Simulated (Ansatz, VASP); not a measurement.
## One calculation of PbSe (Clausthalite), two programs

```xyz
2
Lattice="0.0000 2.9982 2.9982 2.9982 0.0000 2.9982 2.9982 2.9982 0.0000" Properties=species:S:1:pos:R:3 pbc="T T T"
Pb    0.0000    0.0000    0.0000
Se    2.9982    2.9982    2.9982
```

Alike in both runs: task single point; functional PBEsol; k mesh 8 × 8 × 8; occupations fermi-dirac, width 0.05 eV; no spin polarisation.

|  | VASP | Ansatz |
| --- | --- | --- |
| version | VASP 6.6.1 | Ansatz 0.2.0 |
| potentials or method | VASP PAW PBE potentials, release 64 (Pb_d, Se) | Ansatz PAW |
| plane-wave cutoff (eV) | 520 | 420 |
| valence electrons in the cell | 20 | 30 |

Ansatz gave:

- gap on the k mesh at the Fermi level (eV): 0.03
- least direct gap on the mesh (eV): 0.03
- pressure (GPa): 3.1

**Question.** Estimate VASP's values.

**Answer.** gap on the k mesh at the Fermi level (eV): 0.02; least direct gap on the mesh (eV): 0.02; pressure (GPa): 3.1.

The two sets of potentials don't hold the same shells in valence.

Caveats: spin-orbit coupling is left out, which as a rule narrows the gap of such compounds by several tenths of an eV; the PAW data sets were made with another functional, which shifts forces and pressure a little (VASP); the PAW data sets come from PBE, with cores solved anew for the run's functional, which leaves a small shift of forces and pressure (Ansatz).
